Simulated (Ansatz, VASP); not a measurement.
# Ga14N13 (Ga_N): VASP beside Ansatz

Aim: how closely do two programs agree when they are given the same cell, functional and k mesh? The cell is taken from a series of runs on this material, whose earlier steps may have relaxed, scaled, displaced or heated it; both programs get it as it stands.

Main program and level: Ansatz 0.2.0; plane waves, with VASP 6.6.1 beside it; single point at r2SCAN.

## (1) The starting structure

The cell holds 54 atoms: 28 Ga and 26 N. Cell: a = 9.542 Å, b = 9.542 Å, c = 9.542 Å, α = 60.0°, β = 60.0°, γ = 60.0°. It derives from GaN (GaN (F-43m)). Nearest the centre at fractional (0.417, 0.417, 0.417): Ga15 at 0.02 Å, Ga14 at 2.25 Å, Ga24 at 2.26 Å, Ga16 at 2.27 Å, Ga18 at 2.27 Å, N47 at 3.22 Å, N49 at 3.22 Å, N39 at 3.23 Å.

Structure file:

```xyz
54
Lattice="0.0000 6.7473 6.7473 6.7473 0.0000 6.7473 6.7473 6.7473 0.0000" Properties=species:S:1:pos:R:3 pbc="T T T"
Ga    0.0072    6.7461    6.7493
Ga    2.2598    2.2507    0.0133
Ga    4.5115   11.2510    6.7492
Ga    2.2595    0.0102    2.2540
Ga    4.5002    2.2520    2.2550
Ga    6.7559   11.2484    8.9883
Ga    4.5114    6.7461   11.2542
Ga    6.7559    8.9846   11.2516
Ga    9.0193   11.2493   11.2526
Ga    0.0195    2.2502    2.2538
Ga    2.2596    4.4910    2.2531
Ga   11.2543    6.7498    8.9874
Ga    2.2593    2.2499    4.4942
Ga    4.3223    4.3189    4.3231
Ga    5.6404    5.6171    5.6214
Ga    6.9338    6.9382    4.3203
Ga   11.2543    8.9836    6.7536
Ga    6.9341    4.3156    6.9416
Ga    9.0180    6.7488    6.7526
Ga    0.0082    4.5023    4.5056
Ga    8.9924    6.7473   11.2490
Ga   11.2566    9.0139   11.2486
Ga    8.9923   11.2458    6.7511
Ga    4.3294    6.9346    6.9378
Ga    6.7593    9.0140    6.7518
Ga   11.2566   11.2453    9.0173
Ga    6.7594    6.7480    9.0172
Ga    9.0058    8.9985    9.0021
N     1.1367    1.1261    1.1292
N     3.3844    3.3740    1.1293
N     5.6325    5.6253    1.1300
N     3.3843    1.1263    3.3773
N     5.6447    3.3390    3.3424
N     7.9177    5.6145    3.3428
N     5.6324    1.1268    5.6287
N     7.9178    3.3392    5.6176
N    10.1302    5.6253    5.6286
N     1.1365    3.3740    3.3772
N     3.3446    5.6371    3.3388
N     5.6175    7.9160    3.3364
N     3.3444    3.3352    5.6410
N     7.9198    7.9130    5.6403
N     5.6175    3.3330    7.9195
N     7.9196    5.6364    7.9162
N    10.1275    7.8743    7.8781
N     1.1354    5.6243    5.6278
N     3.3506    7.9075    5.6153
N     5.6330   10.1229    5.6277
N     3.3507    5.6122    7.9109
N     5.6484    7.9111    7.9145
N     7.8827   10.1234    7.8794
N     5.6330    5.6244   10.1263
N     7.8825    7.8755   10.1268
N    10.1275   10.1234   10.1267
```

## (2) Ansatz: single point, r2SCAN

Ansatz runs on its PAW soft_1 files.

With cell and atoms fixed, the geometry can't cause a difference; cores, projectors, grids and the points listed under the comparison can.

Input file input.yaml:

```yaml
crystal:
  checkpoint: "../qp1_M1.relax.run"
  host: checkpoint
basis:
  ecutwfc: 500
  xc_grid: 2
hamiltonian:
  xc: r2scan
  pseudopotentials: { kind: paw, azcp: { folder: soft_1 } }
kpoints:
  mp_grid: { grid: [2, 2, 2], shift: [0.5, 0.5, 0.5] }
scf:
  occupations: { method: fermi_dirac, width: 0.01 }
  max_iter: 60
output:
  forces: true
  eigenvalues: true
  charged_corrections: { defect_position: [0.416667, 0.416667, 0.416667] }
checkpoint:
  read: "../qp1_M1.relax.run"
  write: "../qp1_M1.point_neutral.run"
  compress: false
  write_wavefunctions: false
  write_every: 100000
```

The run is started by

```console
> ansatz run input.yaml --threads 4 --pin off --max-ram 15073MiB --backend cpu --events-out ev --progress --plain --runs-dir out
```

Numbers of over 12 decimals in the logs are rounded to 6 here.

The program printed:

```text
Warning: checkpoint.read: spin treatment differs: saved collinear, current unpolarized; the saved charge density seeds this run and the saved magnetisation is not carried: this deck is unpolarised; the saved density holds an absolute magnetisation of 2.1e0 μB; saved orbitals and DFT+U occupations are not carried; the saved kinetic-energy density and PAW projector densities are carried summed over spin
checkpoint.read: the saved state was converged at a total charge of 1 e, and this run's is 0 e: a saved density that it takes is scaled to its electron count
crystal.checkpoint: the structure is that of <dir>, a `relax` run, at its step 8: its result, under r2scan at a charge of 1 e; 54 atoms read, 0 with a starting moment; this deck's charge is 0 e; crystal.structure_sha256 for this input is
Engine: ansatz 0.2.0, aarch64-unknown-linux-gnu
Pseudopotentials: kind: paw
Pseudopotential: Ga, paw, valence charge 13, recommended cutoff 500 eV (meta_gga), soft_1/Ga.paw.azcp
Pseudopotential: N, paw, valence charge 5, recommended cutoff 500 eV (meta_gga), soft_1/N.paw.azcp
Functional definition: r2SCAN
  parameter k0 = 0.174
  parameter k1 = 0.065
  parameter a1 = 4.9479
  exchange = r2scan_x(k0 = k0, k1 = k1, a1 = a1)
  correlation = r2scan_c
Crystal: 54 atoms, lattice volume = 614.353 Å³
Basis set: ecut = 500 eV, 15593 PW (Γ), exchange–correlation on 144×144×144 points (8 copies of the dense FFT grid, shifted against one another)
Bands: 301, of which v1, the nominal top of the filled ones, is band 247 counted from 1 (246 counted from 0)
Symmetry: 1 space group operations
Space group: P1 (ITA 1), of the structure as read, at distance tolerance 8.5e-5 Å
k-points: 4 of 8 (time reversal used)
Non-local potential: Ga, projectors of the file, l = 0: 2, l = 1: 2, l = 2: 3, l = 3: 1
Non-local potential: N, projectors of the file, l = 0: 2, l = 1: 2, l = 2: 1
PAW form: soft (Blöchl's): semilocal exchange-correlation on the pseudo side does not see the compensation charge
PAW frozen core: Ga, regenerated for the run's functional (the file was generated under x = pbe(κ = 0.804, μ = 0.219515), c = pbe(β = 0.066725))
PAW frozen core: N, regenerated for the run's functional (the file was generated under x = pbe(κ = 0.804, μ = 0.219515), c = pbe(β = 0.066725))
PAW one-centre angular grid: Ga, 590 points (default); XC on 160 Gauss nodes
PAW one-centre angular grid: N, 302 points (default); XC on 160 Gauss nodes
Initial density: read from a saved state, or passed on in memory by an earlier SCF of this step, an earlier step, the calling program or the single point that the run made first
Initial wavefunctions: pseudopotential atomic-orbital guess
Functional: x = r2scan, c = r2scan; τ floored in thin density (d = 2e-4 eV/Å³)
iter 1 solved again at ethr=3.13e-4 eV; its pass at ethr=3.10e-3 eV (dr2=1.55e0 eV) is discarded
SCF iter   1: F=—  HF=-116160.008617 eV  |F-HF|=—  |Δ(HF+E_count)|=         —  Δρ=1.19e-2  dr2=1.54e0  dr2_τ=7.70e-3  ethr=3.13e-4  ⟨swp⟩=3.2  Hψ=5550  notcnv=0
preconditioner: auto → Resta (q_TF=auto, 2.631 Å⁻¹)  ε∞=4.7  [insulator: Δε(μ)=0.123 eV  Ē_g=17.279 eV  σ=0.010 eV  W_gap=0.50  n_scr=168 (ndim 8)  ℏωp=33.3 eV  f_vac=0.001  D(μ)=31.29/eV (n_scr^D=282)  ε∞_Penn≈4.7]
SCF iter   2: F=—  HF=-116159.641251 eV  |F-HF|=—  |Δ(HF+E_count)|=   3.67e-1  Δρ=4.77e-3  dr2=3.37e-1  dr2_τ=1.08e-2  ethr=3.12e-4  ⟨swp⟩=4.5  Hψ=2196  notcnv=0
SCF iter   3: F=—  HF=-116159.591720 eV  |F-HF|=—  |Δ(HF+E_count)|=   4.95e-2  Δρ=4.40e-3  dr2=2.57e-1  dr2_τ=9.35e-3  ethr=6.82e-5  ⟨swp⟩=2.8  Hψ=1912  notcnv=0  defer=192
SCF iter   4: F=—  HF=-116159.560527 eV  |F-HF|=—  |Δ(HF+E_count)|=   3.12e-2  Δρ=2.65e-3  dr2=8.54e-2  dr2_τ=1.35e-3  ethr=5.21e-5  ⟨swp⟩=2.2  Hψ=1446  notcnv=0  defer=192
SCF iter   5: F=—  HF=-116159.559514 eV  |F-HF|=—  |Δ(HF+E_count)|=   1.01e-3  Δρ=1.31e-3  dr2=1.75e-2  dr2_τ=4.01e-4  ethr=1.73e-5  ⟨swp⟩=2.0  Hψ=1348  notcnv=0  defer=132
automatic band count: iteration 5 solves 286 bands in place of 301: the levels show a gap, and the empty bands left out lie too high to hold charge; the band table lists the bands solved (type scf.n_extra_bands for more)
SCF iter   6: F=—  HF=-116159.561155 eV  |F-HF|=—  |Δ(HF+E_count)|=   1.64e-3  Δρ=1.41e-3  dr2=2.17e-2  dr2_τ=6.90e-4  ethr=3.53e-6  ⟨swp⟩=4.0  Hψ=2000  notcnv=0  defer=192
automatic band count: iteration 6 solves 301 bands in place of 286: the levels no longer show a gap clear of their residuals, so the SCF keeps every band
SCF iter   7: F=—  HF=-116159.560130 eV  |F-HF|=—  |Δ(HF+E_count)|=   1.02e-3  Δρ=5.50e-4  dr2=3.45e-3  dr2_τ=5.06e-5  ethr=3.53e-6  ⟨swp⟩=2.0  Hψ=1393  notcnv=0  defer=192
SCF iter   8: F=—  HF=-116159.560038 eV  |F-HF|=—  |Δ(HF+E_count)|=   9.20e-5  Δρ=1.07e-4  dr2=8.06e-5  dr2_τ=3.07e-6  ethr=6.99e-7  ⟨swp⟩=2.0  Hψ=1022  notcnv=0  defer=192
[...]
k-point 1: bands = [... 243 lower, 9.1041, 9.2547, 11.2253, 11.8058, 11.8199, 13.3910, 13.7126, 14.0487, ... 50 higher]
  k-point 2: bands = [... 243 lower, 9.1042, 9.2544, 11.2250, 11.8059, 11.8203, 13.3911, 13.7123, 14.0486, ... 50 higher]
  k-point 3: bands = [... 243 lower, 9.1053, 9.2487, 11.2381, 11.8057, 11.8063, 13.3913, 13.7138, 14.0493, ... 50 higher]
```

## (3) VASP: single point, r2SCAN

The same cell, functional, mesh and smearing now go to VASP, with its own data sets.

Lines of VASP's logs that name or quote its potential files are left out, and so is its time.

Input file INCAR:

```
SYSTEM = Ga14N13
PREC = Accurate
ENCUT = 580
EDIFF = 1E-06
NELM = 120
ISMEAR = -1
SIGMA = 0.01
LREAL = Auto
ALGO = Normal
METAGGA = R2SCAN
LASPH = .TRUE.
NBANDS = 288
LORBIT = 11
LWAVE = .FALSE.
LCHARG = .FALSE.
ISIF = 2
ISYM = 0
GGA_COMPAT = .FALSE.
LMIXTAU = .TRUE.
KPAR = 4
```

Input file POSCAR:

```
Ga14N13
1.0
    0.0000000000      6.7472908298      6.7472908298
    6.7472908298      0.0000000000      6.7472908298
    6.7472908298      6.7472908298      0.0000000000
Ga N
28 26
Direct
    0.9995265126      0.0007691730      0.0002908128
    0.0003109928      0.0016581899      0.3332638233
    0.9995696546      0.0007171455      0.6679184303
    0.0003527117      0.3337076878      0.0011656548
    0.0005073132      0.3336995567      0.3332587658
    0.9989799739      0.3331496030      0.6681258520
    0.9995808765      0.6683743969      0.0002451170
    0.9989383648      0.6686363542      0.3326445494
    0.9991073537      0.6686107590      0.6681178304
    0.3323205469      0.0017046178      0.0011819938
    0.3323179072      0.0016135778      0.3332778152
    0.3322034556      0.9998048294      0.6681725752
    0.3323419551      0.3337315638      0.0011122892
    0.3201045281      0.3206066347      0.3199878062
    0.4148379357      0.4182972823      0.4176587741
    0.3204787438      0.3198213595      0.7078166033
    0.3322075596      0.6687328413      0.9992368012
    0.3203594050      0.7084393415      0.3192520329
    0.3322420745      0.6685510542      0.6679841988
    0.6669133483      0.0008455881      0.0003664503
    0.6672217504      0.9999632545      0.3327863939
    0.6673674564      0.9997548168      0.6685624192
    0.6672751158      0.3332886781      0.9994327960
    0.7071748288      0.3210548462      0.3205894067
    0.6674160390      0.3332571584      0.6685243680
    0.6673787099      0.6690546584      0.9992655268
    0.6673671229      0.6690461533      0.3327439315
    0.6665510715      0.6676312740      0.6670991247
    0.0828966886      0.0844573075      0.0840064273
    0.0829217066      0.0844551080      0.4171368647
    0.0832091856      0.0842708165      0.7505052101
    0.0829437392      0.4175929882      0.0839894937
    0.0768273436      0.4185440442      0.4180451984
    0.0770427156      0.4183917266      0.7550743802
    0.0832249636      0.7509881935      0.0837743706
    0.0769944780      0.7555805653      0.4179035505
    0.0832717693      0.7509287324      0.7504473152
    0.4160640868      0.0844611053      0.0839826468
    0.4172990803      0.0775349457      0.4181599224
    0.4175672275      0.0769177729      0.7556428871
    0.4173428341      0.4186979517      0.0769649016
    0.4174635444      0.4184758273      0.7552971255
    0.4175784178      0.7561540233      0.0763972183
    0.4174294988      0.7558121145      0.4179313236
    0.4168273606      0.7507653369      0.7502108982
    0.7496883937      0.0843872437      0.0838830500
    0.7538022136      0.0784328800      0.4181489140
    0.7497541185      0.0843167945      0.7505441756
    0.7538124164      0.4186402149      0.0779536035
    0.7541698958      0.4188249541      0.4183135031
    0.7499408939      0.4178522912      0.7504246943
    0.7497601605      0.7510352519      0.0838162856
    0.7499155361      0.7509548126      0.4172948132
    0.7501228196      0.7507278833      0.7502495096
```

Input file KPOINTS:

```
Points of the shifted mesh
8
Reciprocal
 0.2500000000  0.2500000000  0.2500000000 1
 0.2500000000  0.2500000000  0.7500000000 1
 0.2500000000  0.7500000000  0.2500000000 1
 0.2500000000  0.7500000000  0.7500000000 1
 0.7500000000  0.2500000000  0.2500000000 1
 0.7500000000  0.2500000000  0.7500000000 1
 0.7500000000  0.7500000000  0.2500000000 1
 0.7500000000  0.7500000000  0.7500000000 1
```

PAW data sets: Ga_d and N (PBE family, release 64).

The run is started by

```console
> mpirun -np 8 vasp_std
```

The program printed:

```text
[banner, memory and clock lines left out]
running    8 mpi-ranks, on    1 nodes
[...]
|                                                                             |
|           W    W    AA    RRRRR   N    N  II  N    N   GGGG   !!!           |
|           W    W   A  A   R    R  NN   N  II  NN   N  G    G  !!!           |
|           W    W  A    A  R    R  N N  N  II  N N  N  G       !!!           |
|           W WW W  AAAAAA  RRRRR   N  N N  II  N  N N  G  GGG   !            |
|           WW  WW  A    A  R   R   N   NN  II  N   NN  G    G                |
|           W    W  A    A  R    R  N    N  II  N    N   GGGG   !!!           |
|                                                                             |
|     For optimal performance we recommend to set                             |
|       NCORE = 2 up to number-of-cores-per-socket                            |
|     NCORE specifies how many cores store one orbital (NPAR=cpu/NCORE).      |
|     This setting can greatly improve the performance of VASP for DFT.       |
[...]
|               ----> ADVICE to this user running VASP <----                  |
|                                                                             |
|     You enforced a specific xc type in the INCAR file but a different       |
|     [... a line on the potential file left out ...]
|     I HOPE YOU KNOW WHAT YOU ARE DOING!                                     |
|                                                                             |

 LDA part: xc-table for (None), standard interpolation
 POSCAR, INCAR and KPOINTS ok, starting setup
[...]
entering main loop
       N       E                     dE             d eps       ncg     rms          rms(c)
DAV:   1     0.983344435716E+04    0.98334E+04   -0.18998E+05  4688   0.356E+03
DAV:   2     0.198645110388E+04   -0.78470E+04   -0.74835E+04  4608   0.103E+03
DAV:   3    -0.317011899799E+03   -0.23035E+04   -0.21666E+04  5376   0.355E+02
DAV:   4    -0.667486462311E+03   -0.35047E+03   -0.33851E+03  4944   0.136E+02
[...]
DAV:  23    -0.585397432829E+03   -0.52794E-05   -0.82126E-06  4608   0.128E-02    0.264E-03
DAV:  24    -0.585397437071E+03   -0.42427E-05   -0.19035E-06  3088   0.126E-02    0.798E-04
DAV:  25    -0.585397437628E+03   -0.55708E-06   -0.85231E-07  2808   0.425E-03
   1 F= -.58539744E+03 E0= -.58538862E+03  d E =-.176325E-01
```

OUTCAR, selected parts (step 3):

```text
  Total       27.2740980     27.8366393     27.7984346      1.3383285      0.2514770      1.3274261
  in kB       71.1283434     72.5953994     72.4957649      3.4902378      0.6558290      3.4618055
  external PRESSURE =      72.0731692 kB  Pullay stress =       0.0000000 kB

 POSITION                                       TOTAL-FORCE (eV/Angst)
 -----------------------------------------------------------------------------------
      0.00715      6.74606      6.74929         0.009690      0.012816      0.010373
      2.25982      2.25073      0.01329         0.031821      0.022989     -0.191839
      4.51148     11.25103      6.74923        -0.038337     -0.037551      0.057225
      2.25949      0.01024      2.25400         0.033918     -0.190723      0.024442
      4.50016      2.25202      2.25499         0.385149      0.034168      0.037662
      6.75590     11.24845      8.98827        -0.118246     -0.078577      0.323670
      4.51137      6.74612     11.25418        -0.037976      0.058919     -0.036266
      6.75593      8.98458     11.25161        -0.117916      0.327337     -0.076910
      9.01930     11.24925     11.25258        -0.264666      0.038733      0.039676
      0.01948      2.25024      2.25376        -0.184049      0.023347      0.023539
      2.25961      4.49097      2.25313         0.040896      0.362349      0.034938
     11.25433      6.74983      8.98745        -0.076641     -0.115675      0.318663
      2.25929      2.24991      4.49419         0.042902      0.033588      0.370640
      4.32228      4.31889      4.32306         0.982694      0.942547      0.945118
[...]
-----------------------------------------------------------------------------------
    total drift:                                0.012499     -0.017903     -0.006371

  FREE ENERGIE OF THE ION-ELECTRON SYSTEM (eV)
  ---------------------------------------------------
  free  energy   TOTEN  =      -585.3974376284 eV

  energy  without entropy=     -585.3798051575  energy(sigma->0) =     -585.38862139

[... 2 further parts left out ...]
```

The run ends at a pressure of 7.21 GPa, with forces up to 1.7 eV/Å.

## (4) Comparison

Known differences besides the potentials themselves: VASP keeps PBE cores, Ansatz makes them for the functional; the cutoff is 500 eV in Ansatz and 580 eV in VASP (PREC = Accurate, projectors in real space). Total energies have different zeros and are not compared.

Forces on 7 of the 54 atoms, those with the largest forces and the largest differences (eV/Å; atoms numbered as in POSCAR):

```
atom         Ansatz x, y, z           VASP x, y, z
Ga14    0.957, 0.919, 0.919    0.983, 0.943, 0.945
Ga16  -0.577, -0.537, 0.808  -0.607, -0.565, 0.831
Ga18  -0.578, 0.808, -0.540  -0.607, 0.831, -0.567
Ga24  0.840, -0.561, -0.564  0.872, -0.591, -0.592
 N33  0.041, -0.506, -0.506  0.058, -0.501, -0.500
 N39  -0.494, 0.045, -0.478  -0.488, 0.063, -0.473
 N41  -0.500, -0.482, 0.043  -0.492, -0.478, 0.062
```

The forces differ by 9.6 meV/Å r.m.s., which is 3.5 % of the r.m.s. force of 0.274 eV/Å (both taken over all components).

## (5) What came out

```
r.m.s. force difference (single point, r2SCAN) : 3.5 % of the r.m.s. force
```

**Reading.** The r.m.s. force difference is 3.5 % of the r.m.s. force (single point, r2SCAN), beyond the 3 % picked in this series as the mark of a large difference. How closely two codes agree says nothing of how well the functional describes the real material.

[Lines on the potential files, build, host, timing and source positions are cut from VASP's logs without a mark.]

[Logs are printed without paths, hosts, clocks, repeated set-up lines and the standing remarks that a program may print on its own settings, such as how far it seeks lower states.]

[Hosts, paths, dates, database ids (printed as entryN), source tags and the programs' standing remarks are cut or masked in the printed files.]
